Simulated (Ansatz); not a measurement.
# Hf2S: straining the crystal, a shear that moves c along a

An exercise on one series of results from a longer session: the logs are not shown, and one member is left open.

Method: DFT PBEsol, scalar-relativistic, plane waves, PAW, in Ansatz 0.2.0.

2 further runs of the same task are left out: 2 set aside as unsound or not needed.

## The system as given

The structure is hexagonal, space group P6_3/mmc (No. 194). Conventional cell: a = 3.347 Å, b = 3.347 Å, c = 11.664 Å, α = 90.00°, β = 90.00°, γ = 120.00°. Hf (site symmetry 3m) is surrounded by 3 S at 2.60 Å. Around S (site symmetry -6m2) lie 6 Hf at 2.60 Å.

Coordinates:

```
Hf S
1.0
     3.34653    0.00000    0.00000
    -1.67327    2.89818    0.00000
     0.00000    0.00000   11.66424
Hf S
4 2
Direct
  0.66667 0.33333 0.89862
  0.33333 0.66667 0.39862
  0.66667 0.33333 0.60138
  0.33333 0.66667 0.10138
  0.00000 0.00000 0.75000
  0.00000 0.00000 0.25000
```

It goes back to an entry of the Materials Project, which need not be the stable form.

It is the result of an earlier relaxation at this level (volume 18.85 Å³/atom; gap on the mesh: none (metal)).

The unstrained cell was computed beforehand with the same settings: E(σ→0) = -64168.5312 eV for 6 atoms, gap none (metal).

Set-up of the first run:

Contents of input.yaml:

```yaml
crystal:
  lattice:
    - [3.346531024, 0.0, 0.0]
    - [-1.673265512, 2.8981808813, 0.0]
    - [0.1749635377, 0.0, 11.6642358468]
  atoms:
    - { symbol: Hf, position: [0.6666666667, 0.3333333333, 0.8986176337] }
    - { symbol: Hf, position: [0.3333333333, 0.6666666667, 0.3986176337] }
    - { symbol: Hf, position: [0.6666666667, 0.3333333333, 0.6013823663] }
    - { symbol: Hf, position: [0.3333333333, 0.6666666667, 0.1013823663] }
    - { symbol: S, position: [0.0, 0.0, 0.75] }
    - { symbol: S, position: [0.0, 0.0, 0.25] }
basis:
  ecutwfc: 420
kpoints:
  mp_grid: { grid: [12, 12, 4] }
hamiltonian:
  xc: pbesol
scf:
  occupations: { method: gaussian, width: 0.1 }
output:
  forces: true
  stress: true
  eigenvalues: true
  write_density: true
  write_potential: true
  elf: true
  volumetric_format: npy
relax:
  adjacent_minimum: "off"
  f_tol: 0.008
  max_steps: 40
```

Started as:

```sh
> ansatz run input.yaml --threads 1 --pin off --max-ram 2560MiB --backend cpu --events-out ev --progress --plain --runs-dir out
```

Steps of the session up to this table: The cell strained by +1.5 %; At +3.0 %; At +4.5 %; Strain +6.0 %; Strain +9.0 %.

One of the session's tables, all rows but one given; the rest of the session is left out.

It belongs to the step «Energy and stress against strain (a metal throughout)». Lengths are those of the vectors of the cell that was run; stresses in GPa:

| strain (%) | ΔE (meV/atom) | c (Å) |
| --- | --- | --- |
| +0.0 | 0.0 | 11.664 |
| +1.5 | 1.4 | 11.666 |
| +3.0 | 5.5 | 11.669 |
| +4.5 | 12.3 | 11.676 |
| +6.0 | ? | ? |
| +9.0 | 47.7 | 11.711 |

Q: Estimate the row for strain (%) = +6.0 from the others.

Worked estimate for «ΔE (meV/atom)». A straight line through the neighbours (4.5, 12.3) and (9.0, 47.7) gives 12.3 + (47.7 − 12.3) × (6.0 − 4.5) / (9.0 − 4.5) = 24.1; a parabola fitted to 3 rows on both sides gives 21.6.

The run gave: ΔE (meV/atom): 21.7; c (Å): 11.685. In «ΔE (meV/atom)» the line misses by +2.4 and the parabola by -0.1.

ΔE is over the unstrained cell. Stress in GPa, positive in compression, on the Cartesian axes of the input. 

To keep in mind: Warnings in the runs' records: stress scf threshold loose.
